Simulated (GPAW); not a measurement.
Input of a GPAW 26.7.0 run:

Contents of run.py:

```python
from ase import Atoms
from ase.eos import EquationOfState
from ase.io import Trajectory
from ase.units import GPa
from gpaw import GPAW, PW, setup_paths

setup_paths.insert(0, '.')

atoms = Atoms(['Hf', 'Hf'],
              cell=[[3.1967, 0.0, 0.0],
                    [-1.59835, 2.7684234083, 0.0],
                    [0.0, 0.0, 5.0578]],
              scaled_positions=[[0.6666666667, 0.3333333333, 0.75],
                                [0.3333333333, 0.6666666667, 0.25]],
              pbc=True)

traj = Trajectory('eos.traj', 'w')
volumes, energies = [], []
for x in [0.94, 0.96, 0.98, 1.0, 1.02, 1.04, 1.06]:
    a = atoms.copy()
    a.set_cell(atoms.cell * x**(1 / 3), scale_atoms=True)
    calc = GPAW(mode=PW(600),
                xc='PBEsol',
                kpts={'size': (10, 10, 5), 'gamma': True},
                occupations={'name': 'fermi-dirac', 'width': 0.05},
                nbands=24,
                convergence={'density': 1e-05, 'energy': 1e-05},
                maxiter=150,
                txt=f'eos-{x:.2f}.txt')
    a.calc = calc
    energies.append(a.get_potential_energy(force_consistent=True))
    volumes.append(a.get_volume())
    p = -a.get_stress()[:3].mean() / GPa
    calc.write(f'eos-{x:.2f}.gpw')
    traj.write(a)
    print(f'{x:.2f} {volumes[-1]:10.4f} A^3 {energies[-1]:14.6f} eV {p:9.3f} GPa', flush=True)

v0, e0, B = EquationOfState(volumes, energies, eos='birchmurnaghan').fit()
print(f'V0 = {v0:.4f} A^3, E0 = {e0:.6f} eV, B0 = {B / GPa:.2f} GPa')
```

Potentials or basis: PAW data sets generated in the run's folder for this functional, pw.

Launch:

```console
$ gpaw-setup -f PBEsol Hf
$ OMP_NUM_THREADS=1 python run.py
```

What does it give for the bulk modulus at fixed shape and positions?

115 GPa.

Estimate the equilibrium volume.

21.66 Å³/atom.

Estimate the pressure derivative of the bulk modulus.

3.5.

Energy against volume, from the lowest point:
```csv
volume (Å³/atom),energy (meV/atom)
21.037,6.25
21.485,0.00
21.933,0.63
22.380,7.55
22.828,20.20
23.276,38.06
23.723,60.66
```

Caveat: the cell was scaled at fixed shape and fractional positions, which overstates the stiffness of a crystal with free parameters, most of all of layers and chains. Spin-orbit coupling is left out, which matters for the levels of Hf.
